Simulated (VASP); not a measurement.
# In (Im-3m) in VASP: a series of runs, part 2 of 2

VASP 6.6.1. Earlier steps stand in the parts before.

## 4. Optical spectrum, HF+D3

POSCAR

```
In
1.0
   -1.8825252400      1.8825252400      1.8825252400
    1.8825252400     -1.8825252400      1.8825252400
    1.8825252400      1.8825252400     -1.8825252400
In
1
Direct
    0.0000000000      0.0000000000      0.0000000000
```

INCAR.step1

```
SYSTEM = In
PREC = Accurate
ENCUT = 520
EDIFF = 1E-5
ISMEAR = 0
SIGMA = 0.1
LREAL = .False.
LASPH = .True.
NELM = 60
ALGO = Normal
ISIF = 2
LWAVE = .True.
LCHARG = .False.
NBANDS = 38
GGA = PE
```

INCAR.step2

```
SYSTEM = In
PREC = Accurate
ENCUT = 520
EDIFF = 1E-6
ISMEAR = 0
SIGMA = 0.1
LREAL = .False.
LASPH = .True.
NELM = 60
ALGO = Normal
ISIF = 2
LWAVE = .False.
LCHARG = .False.
GGA = PE
LHFCALC = .True.
AEXX = 1.0
ALDAC = 0.0
AGGAC = 0.0
PRECFOCK = Normal
HFRCUT = -1
IVDW = 11
LOPTICS = .True.
NBANDS = 38
NEDOS = 2000
CSHIFT = 0.1
ISTART = 1
```

KPOINTS

```
regular mesh
0
Gamma
  5 5 5
  0 0 0
```

Potentials or basis: VASP PAW PBE potentials, release 64 (In_d).

On the command line:

```bash
$ cat potpaw_PBE.64/In_d/POTCAR > POTCAR
$ cp INCAR.step1 INCAR
$ mpirun -np 1 vasp_std > vasp.out
$ cp INCAR.step2 INCAR
$ mpirun -np 1 vasp_std > vasp.out
```

OUTCAR:

```text
SYSTEM = In
   PREC = Accurate
   ENCUT = 520
   EDIFF = 1E-6
   ISMEAR = 0
   LREAL = .False.
   LASPH = .True.
   NELM = 60
   ISIF = 2
   GGA = PE
   LHFCALC = .True.
   AEXX = 1.0
   PRECFOCK = Normal
   IVDW = 11
   ISTART = 1
 IVDW          = 11

 ion  position               nearest neighbor table
   1  0.000  0.000  0.000-

  LATTYP: Found a body centered cubic cell.
 ALAT       =     3.7650504800

  Lattice vectors:

 A1 = (  -1.8825252400,   1.8825252400,   1.8825252400)
 A2 = (   1.8825252400,  -1.8825252400,   1.8825252400)
 A3 = (   1.8825252400,   1.8825252400,  -1.8825252400)

Analysis of symmetry for initial positions (statically):
=====================================================================
 Subroutine PRICEL returns:
 Original cell was already a primitive cell.

 Routine SETGRP: Setting up the symmetry group for a
 body centered cubic supercell.

 Subroutine GETGRP returns: Found 48 space group operations
 (whereof 48 operations were pure point group operations)
 out of a pool of 48 trial point group operations.

The static configuration has the point symmetry O_h .

Analysis of symmetry for dynamics (positions and initial velocities):
=====================================================================
 Subroutine PRICEL returns:
 Original cell was already a primitive cell.

 Routine SETGRP: Setting up the symmetry group for a
 body centered cubic supercell.

 Subroutine GETGRP returns: Found 48 space group operations
 (whereof 48 operations were pure point group operations)
 out of a pool of 48 trial point group operations.

The dynamic configuration has the point symmetry O_h .

 Subroutine INISYM returns: Found 48 space group operations
 (whereof 48 operations are pure point group operations),
 and found     1 'primitive' translations

----------------------------------------------------------------------------------------

                                     Primitive cell

  volume of cell :      26.6859

  direct lattice vectors                    reciprocal lattice vectors
    -1.882525240  1.882525240  1.882525240     0.000000000  0.265600689  0.265600689
[... 120 lines left out ...]
  ext. energy  EPLUGINS =         0.00000000
  ---------------------------------------------------
  free energy    TOTEN  =        -3.71731130 eV

  energy without entropy =       -3.70661207  energy(sigma->0) =       -3.71196169

 E-fermi :   8.6348     XC(G=0):   0.0000

 val. band max:        6.8720717271   @ k =  -0.4000  -0.4000   0.2000
 cond. band min:       8.6458971535   @ k =  -0.4000   0.4000   0.2000
 fundamental gap:      1.7738254264
 Fermi energy:         8.6347736084

 k-point     1 :       0.0000    0.0000    0.0000
  band No.  band energies     occupation
      1     -15.8633      2.00000
      2     -15.8633      2.00000
      3     -15.8633      2.00000
      4     -15.5887      2.00000
      5     -15.5887      2.00000
      6      -6.6532      2.00000
[... 186 lines left out ...]
      4     -15.5161      2.00000
      5     -15.4969      2.00000
      6       4.1608      2.00000
[... 10 lines left out ...]
     17      42.9522      0.00000
     18      42.9522      0.00000
 [bands above 18 left out]

------------------------ aborting loop because EDIFF is reached ----------------------------------------

 Edisp (eV)   -0.34579

 E8    (eV) :    -0.2528

  FORCE on cell =-STRESS in cart. coord.  units (eV):
  Direction    XX          YY          ZZ          XY          YZ          ZX
  --------------------------------------------------------------------------------------
  -------------------------------------------------------------------------------------
  Total       0.02056     0.02056     0.02056    -0.00000     0.00000    -0.00000
  in kB       1.23465     1.23465     1.23465    -0.00000     0.00000    -0.00000
  external pressure =        1.23 kB  Pullay stress =        0.00 kB

 VOLUME and BASIS-vectors are now :
 -----------------------------------------------------------------------------
  energy-cutoff  :      520.00
  volume of cell :       26.69
      direct lattice vectors                 reciprocal lattice vectors
    -1.882525240  1.882525240  1.882525240     0.000000000  0.265600689  0.265600689
     1.882525240 -1.882525240  1.882525240     0.265600689  0.000000000  0.265600689
     1.882525240  1.882525240 -1.882525240     0.265600689  0.265600689  0.000000000

 POSITION                                       TOTAL-FORCE (eV/Angst)
 -----------------------------------------------------------------------------------
      0.00000      0.00000      0.00000        -0.000000     -0.000000      0.000000
 -----------------------------------------------------------------------------------
    total drift:                                0.000000      0.000000     -0.000000

  FREE ENERGIE OF THE ION-ELECTRON SYSTEM (eV)
  ---------------------------------------------------
  free  energy   TOTEN  =        -4.0631020911 eV

  energy  without entropy=       -4.0524028586  energy(sigma->0) =       -4.05775247

 electrical conductivity sigma (Mega S m-1) (frequency dependency in vasprun.xml)
  --------------------------------------------------------------------------------------
       6.365      -0.000      -0.000
      -0.000       6.365       0.000
      -0.000       0.000       6.365

  frequency dependent IMAGINARY DIELECTRIC FUNCTION (independent particle, no local field effects) density-density
     E(ev)      X         Y         Z        XY        YZ        ZX
  --------------------------------------------------------------------------------------------------------------
     0.00000     0.00000     0.00000     0.00000     0.00000     0.00000     0.00000
     1.08716     0.00034     0.00034     0.00034     0.00000     0.00000     0.00000
     2.17432     0.00075     0.00075     0.00075     0.00000     0.00000     0.00000
     3.26148     0.00133     0.00133     0.00133     0.00000     0.00000     0.00000
     4.34864     0.00239     0.00239     0.00239     0.00000     0.00000     0.00000
     5.43580     0.00520     0.00520     0.00520     0.00000     0.00000    -0.00000
[... 92 lines left out ...]
   106.54158     0.00019     0.00019     0.00019     0.00000     0.00000     0.00000
   107.62874     0.00018     0.00018     0.00018     0.00000     0.00000     0.00000

  frequency dependent      REAL DIELECTRIC FUNCTION (independent particle, no local field effects) density-density
     E(ev)        X           Y           Z          XY          YZ          ZX
  --------------------------------------------------------------------------------------------------------------
     0.00000     1.27446     1.27446     1.27446     0.00000     0.00000     0.00000
     1.08716     1.27628     1.27628     1.27628     0.00000     0.00000    -0.00000
     2.17432     1.28209     1.28209     1.28209     0.00000     0.00000    -0.00000
     3.26148     1.29315     1.29315     1.29315     0.00000     0.00000    -0.00000
     4.34864     1.31271     1.31271     1.31271     0.00000     0.00000    -0.00000
     5.43580     1.35077     1.35077     1.35077     0.00000     0.00000    -0.00000
[... 92 lines left out ...]
   106.54158     0.94254     0.94254     0.94254    -0.00000    -0.00000    -0.00000
   107.62874     0.94452     0.94452     0.94452    -0.00000    -0.00000    -0.00000

  frequency dependent IMAGINARY DIELECTRIC FUNCTION (independent particle, no local field effects) current-current
     E(ev)      X         Y         Z        XY        YZ        ZX
  --------------------------------------------------------------------------------------------------------------
     0.00000     1.00996     1.00996     1.00996    -0.00000    -0.00000    -0.00000
     1.08716     0.05117     0.05117     0.05117    -0.00000    -0.00000    -0.00000
     2.17432     0.02670     0.02670     0.02670    -0.00000    -0.00000    -0.00000
     3.26148     0.01931     0.01931     0.01931    -0.00000    -0.00000    -0.00000
     4.34864     0.01678     0.01678     0.01678    -0.00000    -0.00000    -0.00000
     5.43580     0.01812     0.01812     0.01812    -0.00000    -0.00000    -0.00000
[... 92 lines left out ...]
   106.54158     0.00008     0.00008     0.00008    -0.00000    -0.00000     0.00000
   107.62874     0.00007     0.00007     0.00007    -0.00000    -0.00000     0.00000

  frequency dependent      REAL DIELECTRIC FUNCTION (independent particle, no local field effects) current-current
     E(ev)        X           Y           Z          XY          YZ          ZX
  --------------------------------------------------------------------------------------------------------------
     0.00000     1.27443     1.27443     1.27443    -0.00000    -0.00000    -0.00000
     1.08716     1.27625     1.27625     1.27625    -0.00000    -0.00000    -0.00000
     2.17432     1.28205     1.28205     1.28205    -0.00000    -0.00000    -0.00000
     3.26148     1.29310     1.29310     1.29310    -0.00000    -0.00000    -0.00000
     4.34864     1.31265     1.31265     1.31265    -0.00000    -0.00000    -0.00000
     5.43580     1.35066     1.35066     1.35066    -0.00000    -0.00000    -0.00000
[... 92 lines left out ...]
   106.54158     0.94254     0.94254     0.94254     0.00000     0.00000    -0.00000
   107.62874     0.94452     0.94452     0.94452     0.00000     0.00000    -0.00000
```

Wall time 20 min (1 thread of Intel Xeon Platinum 8488C (Sapphire Rapids), shared host); peak memory 0.17 GiB.

What came out:

| Property | Result |
| --- | --- |
| Free energy | -4.0631 eV |
| Pressure | 0.1 GPa |
| Band gap on the k mesh | none (metal or under the smearing width) |
| Dispersion energy per atom | -0.346 eV |

Levels at points of the mesh, in eV from the Fermi level:
```csv
k point,band 4,band 5,band 6,band 7,band 8,band 9
"(0.00, 0.00, 0.00)",-24.22,-24.22,-15.29,16.46,16.46,16.46
```

Dielectric function (mean over the directions given):
```tsv
energy (eV)	real part	imaginary part
0.27	1.27	0.00
0.76	1.28	0.00
1.25	1.28	0.00
1.74	1.28	0.00
2.28	1.28	0.00
2.77	1.29	0.00
3.26	1.29	0.00
3.75	1.30	0.00
4.29	1.31	0.00
4.78	1.32	0.00
5.27	1.34	0.00
5.82	1.37	0.01
6.31	1.43	0.02
6.79	1.54	0.28
7.28	1.33	0.04
7.83	1.54	0.06
8.32	1.36	0.27
8.81	2.01	0.47
9.35	0.57	0.40
9.84	1.07	0.25
10.33	1.34	0.48
10.82	0.86	0.10
11.36	0.94	0.06
11.85	1.05	0.02
12.34	1.12	0.02
12.88	1.11	0.08
13.37	1.21	0.09
13.86	1.07	0.16
14.35	1.15	0.04
14.89	1.37	0.16
15.38	0.93	0.11
15.87	1.09	0.07
16.42	1.20	0.16
16.91	0.99	0.07
17.39	1.06	0.02
17.88	1.11	0.04
18.43	1.10	0.03
18.92	1.11	0.01
19.41	1.13	0.00
19.95	1.15	0.00
```

Caveat: the k mesh is coarse (spacing up to 0.47 Å⁻¹), so the values aren't converged, least of all with exact exchange; spectra need much finer meshes, so this one isn't converged; these spectra lack excitons; the intraband (Drude) part of a metal's response may be missing; the PAW data sets were made with another functional, which shifts forces and pressure a little; pairwise dispersion overbinds metals, which lowers pressure and volume.

## 5. The reference run

An earlier run on the cell as given: functional PBEsol; potentials or basis VASP PAW PBE potentials, release 64 (In_d); cutoff 520 eV; k mesh 10 × 10 × 10; occupations fermi-dirac, width 0.05 eV; no spin polarisation.

- Pressure: -1.4 GPa
- Band gap on the k mesh: none (metal or under the smearing width)

## 6. The runs side by side

```csv
task,level,cell,k mesh,cutoff (eV),smearing,ions in elastic constants,grid for exact exchange (PRECFOCK),exchange at q = 0,ladder,mesh quality,gap on the mesh (eV),pressure (GPa)
band structure,rev-vdW-DF2,as given,10 × 10 × 10,520,gaussian 0.05 eV,-,-,-,-,not flagged,-,-
elastic constants,AM05,relaxed,7 × 7 × 7,600,gaussian 0.05 eV,relaxed,-,-,-,not flagged,-,-
optical spectrum,HF+D3,as given,5 × 5 × 5,520,gaussian 0.1 eV,-,Normal,truncated,-,coarse,none,0.1
single point,PBEsol,as given,10 × 10 × 10,520,fermi-dirac 0.05 eV,-,-,-,free,not flagged,none,-1.4
```

Alike in all rows: potentials or basis VASP PAW PBE potentials, release 64 (In_d); no spin polarisation.

Caveats: some runs use coarse meshes; the PAW data sets were made with another functional, which shifts forces and pressure a little; spin-orbit coupling is left out, which moves the levels of the heavy elements (some runs); the elastic tensor has a negative eigenvalue, so either the cell is unstable as it stands or the mesh is too thin (some runs); spectra need much finer meshes, so this one isn't converged (some runs); these spectra lack excitons (some runs); the intraband (Drude) part of a metal's response may be missing (some runs); pairwise dispersion overbinds metals, which lowers pressure and volume (some runs).

Total energies depend on the potentials used, so only differences within one code and one set of settings carry meaning.
